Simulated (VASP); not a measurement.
# Nb (Im-3m) in VASP: further runs

The runs below take Nb through relaxation of cell and atoms, electrostatic potential, with LDA.

All numbers are computed with VASP 6.6.1; they aren't measurements. Logs are shortened: lines on timing, memory, paths and dates and some standing lists are left out, and cuts for length are marked.

### Step 1. The crystal as given

The structure is cubic, space group Im-3m (No. 229). Conventional cell: a = 3.270 Å, b = 3.270 Å, c = 3.270 Å, α = 90.00°, β = 90.00°, γ = 90.00°. Nb (site symmetry m-3m) has 8 Nb at 2.83 Å as nearest neighbours.

The cell was built by a generator and needn't be a form met in nature.

### Step 2. Relaxation of cell and atoms, LDA

Contents of INCAR:

```
SYSTEM = Nb
PREC = Accurate
ENCUT = 600
EDIFF = 1E-7
ISMEAR = 1
SIGMA = 0.1
LREAL = .False.
LASPH = .True.
NELM = 120
ALGO = Normal
ISIF = 3
LWAVE = .False.
LCHARG = .False.
IBRION = 2
NSW = 60
EDIFFG = -0.005
```

Contents of KPOINTS:

```
regular mesh
0
Gamma
  18 18 18
  0 0 0
```

Contents of POSCAR:

```
Nb
1.0
   -1.6350000000      1.6350000000      1.6350000000
    1.6350000000     -1.6350000000      1.6350000000
    1.6350000000      1.6350000000     -1.6350000000
Nb
1
Direct
    0.0000000000      0.0000000000      0.0000000000
```

Potentials or basis: VASP PAW LDA potentials, release 64 (Nb_sv).

On the command line:

```
> cat potpaw_LDA.64/Nb_sv/POTCAR > POTCAR
> mpirun -np 1 vasp_std > vasp.out
```

OUTCAR:

```text
SYSTEM = Nb
   PREC = Accurate
   ENCUT = 600
   EDIFF = 1E-7
   ISMEAR = 1
   LREAL = .False.
   LASPH = .True.
   NELM = 120
   ISIF = 3
   IBRION = 2
   NSW = 60
   EDIFFG = -0.005

 ion  position               nearest neighbor table
   1  0.000  0.000  0.000-

  LATTYP: Found a body centered cubic cell.
 ALAT       =     3.2700000000

  Lattice vectors:

 A1 = (  -1.6350000000,   1.6350000000,   1.6350000000)
 A2 = (   1.6350000000,  -1.6350000000,   1.6350000000)
 A3 = (   1.6350000000,   1.6350000000,  -1.6350000000)

Analysis of symmetry for initial positions (statically):
=====================================================================
 Subroutine PRICEL returns:
 Original cell was already a primitive cell.

 Routine SETGRP: Setting up the symmetry group for a
 body centered cubic supercell.

 Subroutine GETGRP returns: Found 48 space group operations
 (whereof 48 operations were pure point group operations)
 out of a pool of 48 trial point group operations.

The static configuration has the point symmetry O_h .

Analysis of symmetry for dynamics (positions and initial velocities):
=====================================================================
 Subroutine PRICEL returns:
 Original cell was already a primitive cell.

 Routine SETGRP: Setting up the symmetry group for a
 body centered cubic supercell.

 Subroutine GETGRP returns: Found 48 space group operations
 (whereof 48 operations were pure point group operations)
 out of a pool of 48 trial point group operations.

The dynamic configuration has the point symmetry O_h .

 Subroutine INISYM returns: Found 48 space group operations
 (whereof 48 operations are pure point group operations),
 and found     1 'primitive' translations

----------------------------------------------------------------------------------------

                                     Primitive cell

  volume of cell :      17.4829

  direct lattice vectors                    reciprocal lattice vectors
    -1.635000000  1.635000000  1.635000000     0.000000000  0.305810398  0.305810398
     1.635000000 -1.635000000  1.635000000     0.305810398  0.000000000  0.305810398
     1.635000000  1.635000000 -1.635000000     0.305810398  0.305810398  0.000000000

  length of vectors
     2.831903070  2.831903070  2.831903070     0.432481212  0.432481212  0.432481212

  position of ions in fractional coordinates (direct lattice)
     0.000000000  0.000000000  0.000000000

  ion indices of the primitive-cell ions
   primitive index   ion index
                 1           1

----------------------------------------------------------------------------------------

 KPOINTS: regular mesh

Automatic generation of k-mesh.
 Grid dimensions read from file:
 generate k-points for:   18   18   18

 Generating k-lattice:

  Cartesian coordinates                     Fractional coordinates (reciprocal lattice)
     0.000000000  0.016989467  0.016989467     0.055555556  0.000000000  0.000000000
     0.016989467  0.000000000  0.016989467     0.000000000  0.055555556  0.000000000
     0.016989467  0.016989467  0.000000000     0.000000000  0.000000000  0.055555556

  Length of vectors
     0.024026734  0.024026734  0.024026734

  Shift w.r.t. Gamma in fractional coordinates (k-lattice)
     0.000000000  0.000000000  0.000000000

 Subroutine IBZKPT returns following result:
 ===========================================

 Found    195 irreducible k-points:

 Following reciprocal coordinates:
            Coordinates               Weight
  0.000000  0.000000  0.000000      1.000000
  0.055556  0.000000  0.000000     12.000000
  0.111111  0.000000  0.000000     12.000000
  0.166667  0.000000  0.000000     12.000000
  0.222222  0.000000  0.000000     12.000000
  0.277778  0.000000  0.000000     12.000000
[... 16 lines left out ...]
  0.333333  0.111111 -0.000000     48.000000
  0.388889  0.111111  0.000000     48.000000
 [... further k-points ...]
   k-points           NKPTS =    195   k-points in BZ     NKDIM =    195   number of bands    NBANDS=     10
   number of dos      NEDOS =    301   number of ions     NIONS =      1
   total plane-waves  NPLWV =  13824
   dimension x,y,z NGX =    24 NGY =   24 NGZ =   24
   dimension x,y,z NGXF=    48 NGYF=   48 NGZF=   48
   ions per type =               1
   NGX,Y,Z   is equivalent  to a cutoff of  14.09, 14.09, 14.09 a.u.
   NGXF,Y,Z  is equivalent  to a cutoff of  28.18, 28.18, 28.18 a.u.
 SYSTEM =  Nb
   PREC   = accura    normal or accurate (medium, high low for compatibility)
   ISTART =      0    job   : 0-new  1-cont  2-samecut
   ICHARG =      2    charge: 1-file 2-atom 10-const
   ISPIN  =      1    spin polarized calculation?
   LNONCOLLINEAR =      F non collinear calculations
   LSORBIT =      F    spin-orbit coupling
   LASPH  =      T    aspherical Exc in radial PAW
   ENCUT  =  600.0 eV  44.10 Ry    6.64 a.u.   5.66  5.66  5.66*2*pi/ulx,y,z
   NELM   =    120;   NELMIN=  2; NELMDL= -5     # of ELM steps
   EDIFF  = 0.1E-06   stopping-criterion for ELM
   LREAL  =      F    real-space projection
   EDIFFG = -.5E-02   stopping-criterion for IOM
   NSW    =     60    number of steps for IOM
   IBRION =      2    ionic relax: 0-MD 1-quasi-New 2-CG
   NFREE  =      1    steps in history (QN), initial steepest desc. (CG)
   ISIF   =      3    stress and relaxation
   ISYM   =      2    0-nonsym 1-usesym 2-fastsym
   POTIM  = 0.5000    time-step for ionic-motion
   TEBEG  =    0.0;   TEEND  =   0.0 temperature during run
   PSTRESS=    0.0 pullay stress
   NELECT =      13.0000    total number of electrons
   NUPDOWN=      -1.0000    fix difference up-down
   EMIN   =  10.00;   EMAX   =-10.00  energy-range for DOS
   EFERMI =   0.00;   METHOD = LEGACY
   ISMEAR =     1;   SIGMA  =   0.10  broadening in eV -4-tet -1-fermi 0-gaus
   EFERMI_NEDOS =   21; number of points for ismear=-14 and -15
   IALGO  =     38    algorithm
   IMIX   =      4    mixing-type and parameters
     AMIX     =   0.40;   BMIX     =  1.00
     AMIX_MAG =   1.60;   BMIX_MAG =  1.00
  volume/ion in A,a.u.               =      17.48       117.98
  Fermi-wavevector in a.u.,A,eV,Ry     =   1.483149  2.802746 29.929167  2.199732
  Thomas-Fermi vector in A             =   2.596847
   LORBIT       =      0    0 simple, 1 ext, 2 COOP (PROOUT), +10 PAW based schemes
   GGA     = CA    functional components
   LHFCALC =     F    Hartree Fock is set to
   AEXX    =    0.0000 exact exchange contribution
   IVDW    =     0    specifies the selected vdW correction
   LEPSILON=     F    determine dielectric tensor
   LRPA    =     F    only Hartree local field effects (RPA)
 conjugate gradient relaxation of ions
 non-spin polarized calculation
 Methfessel and Paxton  Order N= 1 SIGMA  =   0.10
  energy-cutoff  :      600.00
  volume of cell :       17.48
 maximum number of plane-waves:       603
   NGX = 11   NGY = 11   NGZ = 11

--------------------------------------- Ionic step        1  -------------------------------------------

 number of electron      13.0000001 magnetization

 Free energy of the ion-electron system (eV)
  ---------------------------------------------------
  ext. energy  EPLUGINS =         0.00000000
  ---------------------------------------------------
  free energy    TOTEN  =       -11.25070939 eV

  energy without entropy =      -11.25139389  energy(sigma->0) =      -11.25093756

------------------------ aborting loop because EDIFF is reached ----------------------------------------

  FORCE on cell =-STRESS in cart. coord.  units (eV):
  Direction    XX          YY          ZZ          XY          YZ          ZX
  --------------------------------------------------------------------------------------
  -------------------------------------------------------------------------------------
  Total       -0.4274600     -0.4274600     -0.4274600      0.0000000      0.0000000     -0.0000000
  in kB      -39.1735409    -39.1735409    -39.1735409      0.0000000      0.0000000     -0.0000000
  external PRESSURE =     -39.1735409 kB  Pullay stress =       0.0000000 kB
[... 90 lines left out ...]
  energy  without entropy=      -11.2557089766  energy(sigma->0) =      -11.25538276

--------------------------------------- Ionic step        4  -------------------------------------------

 number of electron      13.0000001 magnetization

 Free energy of the ion-electron system (eV)
  ---------------------------------------------------
  ext. energy  EPLUGINS =         0.00000000
  ---------------------------------------------------
  free energy    TOTEN  =       -11.25522023 eV

  energy without entropy =      -11.25570273  energy(sigma->0) =      -11.25538106

 E-fermi :  11.7201     XC(G=0): -12.9805

 val. band max:       11.7179282425   @ k =  -0.1111   0.1667   0.0556
 cond. band min:      11.7225700838   @ k =   0.1111   0.0000   0.0000
 fundamental gap:      0.0046418413
 Fermi energy:        11.7201140973

 k-point     1 :       0.0000    0.0000    0.0000
  band No.  band energies     occupation
      1     -42.2894      2.00000
      2     -17.6167      2.00000
      3     -17.6167      2.00000
      4     -17.6167      2.00000
      5       5.7135      2.00000
      6      12.0440     -0.00005
      7      12.0440     -0.00005
      8      12.0440     -0.00005
      9      15.1206      0.00000
     10      15.1206      0.00000
[... 287 lines left out ...]
 k-point    24 :       0.3889    0.1111    0.0000
  band No.  band energies     occupation
      1     -41.9809      2.00000
      2     -19.1296      2.00000
      3     -18.1688      2.00000
      4     -17.7040      2.00000
      5       8.1933      2.00000
      6      10.0363      2.00000
      7      13.0254     -0.00000
      8      15.0297      0.00000
      9      16.2088      0.00000
     10      18.9200      0.00000

 [... further k-points ...]

------------------------ aborting loop because EDIFF is reached ----------------------------------------

  FORCE on cell =-STRESS in cart. coord.  units (eV):
  Direction    XX          YY          ZZ          XY          YZ          ZX
  --------------------------------------------------------------------------------------
  -------------------------------------------------------------------------------------
  Total        0.0027208      0.0027208      0.0027208      0.0000000      0.0000000     -0.0000000
  in kB        0.2547348      0.2547348      0.2547348      0.0000000      0.0000000     -0.0000000
  external PRESSURE =       0.2547348 kB  Pullay stress =       0.0000000 kB
[... 16 lines left out ...]
  FREE ENERGIE OF THE ION-ELECTRON SYSTEM (eV)
  ---------------------------------------------------
  free  energy   TOTEN  =       -11.2552202252 eV

  energy  without entropy=      -11.2557027323  energy(sigma->0) =      -11.25538106

 reached required accuracy - stopping structural energy minimisation
```

Run time: 34 s. Hardware: 1 thread of Intel Xeon 6975P-C (Granite Rapids), shared host; peak memory 0.17 GiB.

Results:

```yaml
Free_energy: -11.2552 eV
Relaxed_volume: 17.11 Å³/atom
Relaxed_cell: a = 2.812 Å, b = 2.812 Å, c = 2.812 Å, α = 109.47°, β = 109.47°, γ = 109.47°
Space_group_after_relaxing_to_0.05_Å: Im-3m (No. 229)
Energy_gained_by_relaxing: 4.5 meV/atom
Ionic_steps: 4
Pressure_after_relaxing: 0.0 GPa
Band_gap_on_the_k_mesh: none (metal or under the smearing width)
```

Step by step:
| step | energy change (eV) | largest force (eV/Å) | pressure (GPa) | volume (Å³) |
| --- | --- | --- | --- | --- |
| 1 | 0.0000 | 0.0000 | -3.92 | 17.48 |
| 2 | 0.0129 | 0.0000 | 8.29 | 16.42 |
| 3 | -0.0045 | 0.0000 | -0.07 | 17.12 |
| 4 | -0.0045 | 0.0000 | 0.03 | 17.11 |

Final structure:
```
Nb
1.0
    -1.62338    1.62338    1.62338
     1.62338   -1.62338    1.62338
     1.62338    1.62338   -1.62338
Nb
1
Direct
  0.00000 0.00000 0.00000
```

Levels at points of the mesh, in eV from the Fermi level:
```
           k point  band 2  band 3  band 4  band 5  band 6  band 7  band 8  band 9  band 10
(0.00, 0.00, 0.00)  -29.34  -29.34  -29.34   -6.01    0.32    0.32    0.32    3.40     3.40
(0.50, 0.00, 0.00)  -30.95  -29.84  -29.35   -3.95   -1.84    2.61    3.47    4.19     6.83
(0.50, 0.50, 0.50)  -30.43  -30.43  -30.43   -4.04   -4.04    5.98    5.98    5.98     9.53
```

### Step 3. Electrostatic potential, LDA

This run uses another cell than the first one, of 17.11 Å³/atom, 0.979 times its volume.

Contents of INCAR:

```
SYSTEM = Nb
PREC     = Accurate       ! precision mode
ENCUT    = 520            ! plane-wave cutoff, eV
EDIFF    = 1E-7           ! SCF threshold, eV
ISMEAR   = 1              ! smearing method
SIGMA    = 0.1            ! smearing width, eV
LREAL    = .False.        ! projectors in reciprocal space
LASPH    = .True.         ! aspherical terms in the spheres
NELM     = 100            ! most SCF steps
ALGO     = Normal         ! electronic algorithm
ISIF     = 2              ! what is computed and relaxed
LWAVE    = .False.        ! write WAVECAR
LCHARG   = .True.         ! write CHGCAR
LVHAR    = .True.
```

KPOINTS is that of step 2.

Contents of POSCAR:

```
Nb                                      
1.0
   -1.6233763393      1.6233763393      1.6233763393
    1.6233763393     -1.6233763393      1.6233763393
    1.6233763393      1.6233763393     -1.6233763393
  Nb            
     1
Direct
     0.0000000000000000    0.0000000000000000    1.0000000000000000
```

Potentials or basis: VASP PAW LDA potentials, release 64 (Nb_sv).

On the command line:

```
> cat potpaw_LDA.64/Nb_sv/POTCAR > POTCAR
> mpirun -np 1 vasp_std > vasp.out
```

Run time: 10 s. Hardware: 1 thread of Intel Xeon 6975P-C (Granite Rapids), shared host; peak memory 0.15 GiB.

The run converged. Its results:

```yaml
Free_energy: -11.2549 eV
Pressure: -0.1 GPa
Band_gap_on_the_k_mesh: none (metal or under the smearing width)
```

Levels at points of the mesh, in eV from the Fermi level:
| k point | band 4 | band 5 | band 6 | band 7 | band 8 | band 9 |
| --- | --- | --- | --- | --- | --- | --- |
| (0.00, 0.00, 0.00) | -29.34 | -6.01 | 0.32 | 0.32 | 0.32 | 3.40 |
| (0.50, 0.00, 0.00) | -29.35 | -3.95 | -1.84 | 2.61 | 3.47 | 4.19 |
| (0.50, 0.50, 0.50) | -30.43 | -4.04 | -4.04 | 5.98 | 5.98 | 5.98 |
